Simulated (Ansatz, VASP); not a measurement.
**KTaO3: VASP beside Ansatz**

```
K Ta O
1.0
     3.99018    0.00000    0.00000
     0.00000    3.99018    0.00000
     0.00000    0.00000    3.99018
K Ta O
1 1 3
Direct
  0.50000 0.50000 0.50000
  0.00000 0.00000 0.00000
  0.50000 0.00000 0.00000
  0.00000 0.50000 0.00000
  0.00000 0.00000 0.50000
```

Alike in both runs: task single point; functional r2SCAN; k mesh 6 × 6 × 6; occupations gaussian, width 0.02 eV; no spin polarisation.

|  | VASP | Ansatz |
| --- | --- | --- |
| version | VASP 6.6.1 | Ansatz 0.2.0 |
| potentials or method | VASP PAW PBE potentials, release 64 (K_sv, Ta_pv, O) | scalar-relativistic, plane waves, PAW |
| plane-wave cutoff (eV) | 520 | 500 |
| valence electrons in the cell | 38 | 40 |

|  | VASP | Ansatz | Ansatz less VASP |
| --- | --- | --- | --- |
| gap on the k mesh at the Fermi level (eV) | 2.59 | 2.63 | +0.031 |
| least direct gap on the mesh (eV) | 3.25 | 3.26 | +0.017 |

The two sets of potentials don't hold the same shells in valence.

Caveats: spin-orbit coupling is left out, which moves the levels of the heavy elements. A k mesh can miss the band edges. r2SCAN opens gaps a little over a GGA but as a rule still falls short of measured ones.
